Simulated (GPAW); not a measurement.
Runs of GPAW 26.7.0 on PtS2. It takes space group P-3m1 (No. 164, trigonal). The conventional cell has a = 3.543 Å, b = 3.543 Å, c = 5.039 Å, α = 90.00°, β = 90.00°, γ = 120.00°. Pt (site symmetry -3m) has 6 S at 2.34 Å as nearest neighbours. Around S (site symmetry 3m) lie 3 Pt at 2.34 Å. 

```tsv
task	level	potentials or basis	spin	k mesh	cutoff (eV)	smearing	maxiter	convergence	band path	band points	response ecut	mesh quality	gap on the mesh (eV)	pressure (GPa)	largest force (eV/Å)
single point	LDA	the program's PAW data sets (release 1.2.1) made for this functional, pw	off	7 × 7 × 4	450	fermi-dirac 0.05 eV	120	default	-	-	-	not flagged	0.70	2.8	0.76
band structure	PBEsol	PAW data sets generated in the run's folder for this functional, pw	off	9 × 9 × 5	600	fermi-dirac 0.05 eV	150	-	GMKGALHA,LM,KH	60	-	not flagged	(c)	6.4	0.97
band structure	r2SCAN	GPAW PAW data sets (gpaw-data 1.2.1), pw	off	7 × 7 × 4	600	fermi-dirac 0.05 eV	150	-	GMKGALHA,LM,KH	60	-	not flagged	(b)	9.2	1.22
band structure	PBEsol	PAW data sets generated in the run's folder for this functional, pw	SOC, no magnetisation	9 × 9 × 5	600	fermi-dirac 0.05 eV	150	-	GMKGALHA,LM,KH	60	-	not flagged	(a)	6.4	0.97
```

Alike in all rows: cell as given.

Estimate the missing entries.

(a) 0.88; (b) 0.98; (c) 0.93.

Caveats: spin-orbit coupling is left out, which moves the levels of the heavy elements (some runs); the cutoff is short for stress and forces, so pressures can be off by a GPa or more (some runs); an odd mesh through Γ misses points on the zone boundary, where band edges often lie (some runs); the PAW data sets were made with another functional, which shifts forces and pressure a little (some runs); spin-orbit coupling was added after a scalar SCF, so levels and gaps hold it while energy, forces, pressure and moments don't (some runs); this program's spin-orbit splittings come out too wide for heavy elements (some runs).

A k mesh can miss the band edges, and rows without SOC leave out spin-orbit coupling on Pt.

Runs at the PBE level aren't shown here.
